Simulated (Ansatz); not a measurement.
Theory: DFT PBE, scalar-relativistic, plane waves, PAW in Ansatz 0.2.0. All cells share a 420 eV cutoff and Γ-centred k meshes spaced at most about 0.3 Å⁻¹ (about 0.25 or finer for metals, 2π included). No spin polarisation.

These are static total energies at zero pressure.

Question: Order these relaxed structures of Zr3H by energy, lowest first, with the energy over the lowest of them.
1.

```cif
data_structure
_symmetry_space_group_name_H-M 'P6_3/mmc'
_symmetry_Int_Tables_number 194
_cell_length_a 7.5633
_cell_length_b 7.5633
_cell_length_c 3.1734
_cell_angle_alpha 90.000
_cell_angle_beta 90.000
_cell_angle_gamma 120.000
_cell_volume 157.21
loop_
_atom_site_label
_atom_site_type_symbol
_atom_site_symmetry_multiplicity
_atom_site_Wyckoff_symbol
_atom_site_fract_x
_atom_site_fract_y
_atom_site_fract_z
_atom_site_occupancy
Zr1 Zr 6 h 0.20180 0.40360 0.25000 1
H1 H 2 d 0.33333 0.66667 0.75000 1
```

2.

```cif
data_structure
_symmetry_space_group_name_H-M 'Pm-3m'
_symmetry_Int_Tables_number 221
_cell_length_a 4.2424
_cell_length_b 4.2424
_cell_length_c 4.2424
_cell_angle_alpha 90.000
_cell_angle_beta 90.000
_cell_angle_gamma 90.000
_cell_volume 76.35
loop_
_atom_site_label
_atom_site_type_symbol
_atom_site_symmetry_multiplicity
_atom_site_Wyckoff_symbol
_atom_site_fract_x
_atom_site_fract_y
_atom_site_fract_z
_atom_site_occupancy
Zr1 Zr 3 c 0.50000 0.50000 0.00000 1
H1 H 1 a 0.00000 0.00000 0.00000 1
```

3.

```cif
data_structure
_symmetry_space_group_name_H-M 'Cmc2_1'
_symmetry_Int_Tables_number 36
_cell_length_a 3.3459
_cell_length_b 5.4861
_cell_length_c 15.9358
_cell_angle_alpha 90.000
_cell_angle_beta 90.000
_cell_angle_gamma 90.000
_cell_volume 292.51
loop_
_atom_site_label
_atom_site_type_symbol
_atom_site_symmetry_multiplicity
_atom_site_Wyckoff_symbol
_atom_site_fract_x
_atom_site_fract_y
_atom_site_fract_z
_atom_site_occupancy
Zr1 Zr 4 a 0.50000 0.76593 0.00392 1
Zr2 Zr 4 a 0.50000 0.22898 0.82731 1
Zr3 Zr 4 a 0.50000 0.86752 0.66365 1
H1 H 4 a 0.50000 0.88135 0.88015 1
```

4.

```cif
data_structure
_symmetry_space_group_name_H-M 'P6_322'
_symmetry_Int_Tables_number 182
_cell_length_a 5.6165
_cell_length_b 5.6165
_cell_length_c 5.2364
_cell_angle_alpha 90.000
_cell_angle_beta 90.000
_cell_angle_gamma 120.000
_cell_volume 143.05
loop_
_atom_site_label
_atom_site_type_symbol
_atom_site_symmetry_multiplicity
_atom_site_Wyckoff_symbol
_atom_site_fract_x
_atom_site_fract_y
_atom_site_fract_z
_atom_site_occupancy
Zr1 Zr 6 g 0.67048 0.67048 0.00000 1
H1 H 2 c 0.33333 0.66667 0.25000 1
```

Answer: 3 (0 meV/atom), 4 (37 meV/atom), 1 (456 meV/atom), 2 (820 meV/atom). Forms: cell 3 Cmc2_1; cell 4 P6_322; cell 1 P6_3/mmc; cell 2 Cu3Au (L1_2) type, Pm-3m. Counting Zr atoms around H (those within 1.25 times the shortest such distance or 1.15 times the sum of covalent radii, 1.27 where that leaves under three; the shortest distance is added where it exceeds 1.18 times the sum of covalent radii): cell 3 has H 4; cell 4 has H 6; cell 1 has H 6; cell 2 has H 12 from 3.0 Å. Origin: cell 1, cell 2 and cell 4, invented; cell 3, invented, then shaken at random and relaxed again.

With hydrogen, zero-point motion can shift such differences by 10 meV/atom or more. Cells relaxed within their symmetry can be saddle points. Some candidate types were left out of the draw beforehand, so a known form may be missing.
